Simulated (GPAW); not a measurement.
The system is Na.

```
Na
1.0
    -2.14100    2.14100    2.14100
     2.14100   -2.14100    2.14100
     2.14100    2.14100   -2.14100
Na
1
Direct
  0.00000 0.00000 0.00000
```

* Program: GPAW 26.7.0
* Task: single point
* Functional: PBE
* Potentials or basis: GPAW PAW data sets (gpaw-data 1.2.1)
* Cutoff: 800 eV
* Basis: pw
* k mesh: 9 × 9 × 9
* Occupations: fermi-dirac, width 0.05 eV
* Spin: no spin polarisation

On this cell: pressure -0.4 GPa; band gap on the k mesh none (metal or under the smearing width).

The same run follows on a disturbed copy (cell strained at random at fixed volume):

```
Na
1.0
    -2.05761    2.14356    2.19933
     2.10814   -2.08308    2.18937
     2.09200    2.11746   -2.13885
Na
1
Direct
  0.99870 0.99979 0.99469
```

Problem. What changes?

Solution. The energy (extrapolated to zero smearing) moves by +1.8 meV/atom; pressure -0.4 GPa; band gap on the k mesh none (metal or under the smearing width).

Stress tensor (GPa, compression positive):
```
-0.38 -0.09 -0.15
-0.09 -0.35 -0.20
-0.15 -0.20 -0.49
```
